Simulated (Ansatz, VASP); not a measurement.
## Sb in VASP and in Ansatz

```
Sb
1.0
     0.00000    2.28953    2.28953
     2.28953    0.00000    2.28953
     2.28953    2.28953    0.00000
Sb
1
Cartesian
  0.0000 0.0000 0.0000
```

Change from the starting cell: volume scaled by 0.98.

Alike in both runs: task single point; functional PBEsol; k mesh 14 × 14 × 14; occupations fermi-dirac, width 0.03 eV; no spin polarisation.

|  | VASP | Ansatz |
| --- | --- | --- |
| version | VASP 6.6.1 | Ansatz 0.2.0 |
| potentials or method | VASP PAW PBE potentials, release 64 (Sb), cutoff 520 eV | all-electron LAPW, scalar-relativistic |

|  | VASP | Ansatz | Ansatz less VASP |
| --- | --- | --- | --- |
| pressure (GPa) | 7.1 | 7.0 | -0.06 |

Ansatz ran all-electron here, so the differences hold the error of VASP's frozen core and of both bases.

Caveats: the PAW data sets were made with another functional, which shifts forces and pressure a little (VASP). The runs have no spin-orbit coupling, so splittings on Sb are missing.
